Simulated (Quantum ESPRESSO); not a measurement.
# BAs (F-43m) in Quantum ESPRESSO: notebook, part 3 of 5

Quantum ESPRESSO 7.5.

## (4) Phonons, rev-vdW-DF2

The input, pw.in:

```
&CONTROL
  calculation = 'scf'
  prefix = 'pwscf'
  outdir = './tmp'
  pseudo_dir = './pseudo'
  tprnfor = .true.
  tstress = .true.
  disk_io = 'low'
/
&SYSTEM
  ibrav = 0
  nat = 2
  ntyp = 2
  ecutwfc = 84
  nbnd = 15
  input_dft = 'vdw-df2-b86r'
  occupations = 'smearing'
  smearing = 'fd'
  degauss = 0.00367493
/
&ELECTRONS
  conv_thr = 4d-10
  electron_maxstep = 120
  mixing_beta = 0.5
/
ATOMIC_SPECIES
As    74.9216 As.upf
B     10.8100 B.upf
CELL_PARAMETERS angstrom
   0.0000000000    2.3885000000    2.3885000000
   2.3885000000    0.0000000000    2.3885000000
   2.3885000000    2.3885000000    0.0000000000
ATOMIC_POSITIONS crystal
As     0.7500000000    0.7500000000    0.7500000000
B      0.0000000000    0.0000000000    0.0000000000
K_POINTS automatic
8 8 8 1 1 1
```

The input, scf2.in:

```
&CONTROL
  calculation = 'scf'
  prefix = 'pwscf'
  outdir = './tmp'
  pseudo_dir = './pseudo'
  tprnfor = .true.
  tstress = .true.
  disk_io = 'low'
/
&SYSTEM
  ibrav = 0
  nat = 2
  ntyp = 2
  ecutwfc = 84
  nbnd = 15
  input_dft = 'vdw-df2-b86r'
  occupations = 'fixed'
/
&ELECTRONS
  conv_thr = 1d-13
  electron_maxstep = 120
  mixing_beta = 0.5
  startingpot = 'file'
  startingwfc = 'file'
/
ATOMIC_SPECIES
As    74.9216 As.upf
B     10.8100 B.upf
CELL_PARAMETERS angstrom
   0.0000000000    2.3885000000    2.3885000000
   2.3885000000    0.0000000000    2.3885000000
   2.3885000000    2.3885000000    0.0000000000
ATOMIC_POSITIONS crystal
As     0.7500000000    0.7500000000    0.7500000000
B      0.0000000000    0.0000000000    0.0000000000
K_POINTS automatic
8 8 8 1 1 1
```

The input, ph.in:

```
phonons of BAs
&INPUTPH
  prefix = 'pwscf'
  outdir = './tmp'
  tr2_ph = 1d-16
  fildyn = 'dyn'
  niter_ph = 60
  alpha_mix(1) = 0.7
  epsil = .true.
/
0.0000000000 0.0000000000 0.0000000000
```

The input, dynmat.in:

```
&INPUT
  fildyn = 'dyn'
  asr = 'crystal'
  lperm = .true.
  filout = 'dynmat.disp'
  fileig = 'dynmat.eig'
/
```

The input, dynmat_lo.in:

```
&INPUT
  fildyn = 'dyn'
  asr = 'crystal'
  filout = 'dynmat_lo.disp'
  fileig = 'dynmat_lo.eig'
  q(1) = 0
  q(2) = 0
  q(3) = 1
/
```

Potentials or basis: PseudoDojo 0.4.1 SR PBE standard.

Command:

```console
OMP_NUM_THREADS=1 pw.x -in pw.in > pw.out
OMP_NUM_THREADS=1 pw.x -in scf2.in > scf2.out
OMP_NUM_THREADS=1 ph.x -in ph.in > ph.out
OMP_NUM_THREADS=1 dynmat.x -in dynmat.in > dynmat.out
OMP_NUM_THREADS=1 dynmat.x -in dynmat_lo.in > dynmat_lo.out
```

pw.out:

```text
This program is part of the open-source Quantum ESPRESSO suite
     for quantum simulation of materials; please cite
         "P. Giannozzi et al., J. Phys.:Condens. Matter 21 395502 (2009);
         "P. Giannozzi et al., J. Phys.:Condens. Matter 29 465901 (2017);
         "P. Giannozzi et al., J. Chem. Phys. 152 154105 (2020);
     in publications or presentations arising from this work. More details at

     IMPORTANT: XC functional enforced from input :
     Exchange-correlation= VDW-DF2-B86R
                           (   1   4  26   0   2   0   0)
     Any further DFT definition will be discarded
     Please, verify this is what you really want

     Message from routine setup:
     using ibrav=0 with symmetry is DISCOURAGED, use correct ibrav instead

     G-vector sticks info
     --------------------
     sticks:   dense  smooth     PW     G-vecs:    dense   smooth      PW
     Sum         955     955    295                19195    19195    3287

[... 235 lines left out ...]

     End of self-consistent calculation

          k = 0.0442 0.0442 0.0442 (  2412 PWs)   bands (ev):

   -24.3854 -24.3852 -24.3852 -24.3640 -24.3640  -4.1344  10.5808  11.0876
    11.0876  14.6357  14.6837  14.6837  16.2115  21.0828  23.8403
[... 293 lines left out ...]
   -24.3820 -24.3792 -24.3781 -24.3620 -24.3614  -1.1955   2.6992   8.0190
     9.0784  14.5738  16.2253  16.7998  20.5102  23.3393  24.8038

     the Fermi energy is    11.8507 ev

!    total energy              =    -217.77947454 Ry
     estimated scf accuracy    <          9.8E-12 Ry
     smearing contrib. (-TS)   =      -0.00000000 Ry
     internal energy E=F+TS    =    -217.77947454 Ry

     The total energy is F=E-TS. E is the sum of the following terms:
     one-electron contribution =    -102.13329281 Ry
     hartree contribution      =      60.91889902 Ry
     xc contribution           =     -49.72295800 Ry
     ewald contribution        =    -126.84212275 Ry

     convergence has been achieved in   9 iterations

     Forces acting on atoms (cartesian axes, Ry/au):

     atom    1 type  1   force =     0.00000000    0.00000000   -0.00000000
     atom    2 type  2   force =     0.00000000    0.00000000    0.00000000

     Total force =     0.000000     Total SCF correction =     0.000000

     Computing stress (Cartesian axis) and pressure

          total   stress  (Ry/bohr**3)                   (kbar)     P=       11.71
   0.00007964  -0.00000000  -0.00000000           11.71       -0.00       -0.00
  -0.00000000   0.00007964  -0.00000000           -0.00       11.71       -0.00
   0.00000000  -0.00000000   0.00007964            0.00       -0.00       11.71

=------------------------------------------------------------------------------=
   JOB DONE.
=------------------------------------------------------------------------------=
```

ph.out:

```text
This program is part of the open-source Quantum ESPRESSO suite
     for quantum simulation of materials; please cite
         "P. Giannozzi et al., J. Phys.:Condens. Matter 21 395502 (2009);
         "P. Giannozzi et al., J. Phys.:Condens. Matter 29 465901 (2017);
         "P. Giannozzi et al., J. Chem. Phys. 152 154105 (2020);
     in publications or presentations arising from this work. More details at

[... 366 lines left out ...]

     INITIALIZATION:

     DIELECTRIC CONSTANT AND EFFECTIVE CHARGES:

     DYNAMICAL MATRIX:

      Additional routines

=------------------------------------------------------------------------------=
   JOB DONE.
=------------------------------------------------------------------------------=
```

Run time: 15 min. Hardware: 1 thread of Intel Xeon Platinum 8488C (Sapphire Rapids), shared host; peak memory 0.17 GiB.

What came out:

```
Free energy                                             : -2963.0407 eV
Pressure after relaxing                                 : 1.2 GPa
Electronic dielectric tensor (diagonal)                 : 9.67
Born charges (mean of the diagonal)                     : As +0.37; B -0.37 e
Highest phonon frequency at Γ, LO-TO splitting left out : 687 cm⁻¹
Static dielectric tensor (diagonal)                     : 9.73
```

Phonon frequencies in cm⁻¹ (negative: imaginary):
| q point | frequencies |
| --- | --- |
| (0.000, 0.000, 0.000) | 37 37 37 687 687 687 |

Electronic dielectric tensor:
```
9.67 0.00 0.00
0.00 9.67 0.00
0.00 0.00 9.67
```

Born effective charge tensors (e):
atom 1, As
```
0.37 0.00 0.00
0.00 0.37 0.00
0.00 0.00 0.37
```
atom 2, B
```
-0.37  0.00  0.00
 0.00 -0.37  0.00
 0.00  0.00 -0.37
```

Optical modes at Γ, degenerate ones joined, polar ones without the macroscopic field:
| cm⁻¹ | components | symmetry | active in | IR intensity, summed ((D/Å)²/amu) |
| --- | --- | --- | --- | --- |
| 689 | 3 | T2 | IR and Raman | 1.01 |

Zone-centre frequencies without and with the macroscopic field along z (cm⁻¹):
```tsv
	optical modes in rising order
without	689 689 689
with the field	689 689 691
```

Static dielectric tensor, electrons and zone-centre modes:
```
9.73 0.00 0.00
0.00 9.73 0.00
0.00 0.00 9.73
```

Caveat: the potentials were made for another functional, which shifts forces and pressure; before the sum rule the acoustic modes lie tens of cm⁻¹ from zero, a sign that the density grid also shifts the optical modes.

[end of part 3 of 5]
